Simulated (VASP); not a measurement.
**Cu3N: electric field gradients with PBE**

Cu3N:

```xyz
4
Lattice="3.8140 0.0000 0.0000 0.0000 3.8140 0.0000 0.0000 0.0000 3.8140" Properties=species:S:1:pos:R:3 pbc="T T T"
Cu    1.9070    0.0000    0.0000
Cu    0.0000    1.9070    0.0000
Cu    0.0000    0.0000    1.9070
N     0.0000    0.0000    0.0000
```

```json
{
  "Program": "VASP 6.6.1",
  "Task": "electric field gradients",
  "Functional": "PBE",
  "Potentials or basis": "VASP PAW PBE potentials, release 64 (Cu, N)",
  "Cutoff": "520 eV",
  "k mesh": "10 × 10 × 10",
  "Occupations": "fermi-dirac, width 0.08 eV",
  "Spin": "no spin polarisation",
  "Dipole correction": "no",
  "Further INCAR settings": "ALGO = Normal; EDIFF = 1e-08; NBANDS = 27"
}
```

```json
{"Pressure": "1.8 GPa", "Band gap on the k mesh": "0.21 eV, indirect (least direct gap 0.76 eV)"}
```

Levels at points of the mesh, in eV from the valence-band top:
```tsv
k point	band 15	band 16	band 17	band 18	band 19	band 20	band 21	band 22	band 23	band 24
(0.00, 0.00, 0.00)	-2.34	-1.82	-1.82	-1.82	-1.78	1.00	5.29	5.29	6.61	6.61
(0.50, 0.00, 0.00)	-2.33	-2.17	-1.82	-1.40	-1.40	1.57	3.34	6.78	7.22	7.22
(0.50, 0.50, 0.00)	-2.40	-2.13	-1.06	-1.06	-0.68	0.21	3.57	4.83	4.83	8.20
(0.50, 0.50, 0.50)	-1.86	-1.86	0.00	0.00	0.00	0.83	0.83	0.83	6.15	8.02
```

Electric field gradients, principal values (V/Å²):
```csv
atom,Vxx,Vyy,Vzz
1 Cu,29.237,29.237,-58.474
2 Cu,29.237,29.237,-58.474
3 Cu,29.237,29.237,-58.474
4 N,0.000,0.000,0.000
```

Run time: 51 s on 1 thread of AMD EPYC 9R45 (Zen 5), on a shared host, peak memory 0.17 GiB.

A k mesh can miss the band edges. A hybrid or GW would open this gap; PBE tends to underestimate it.
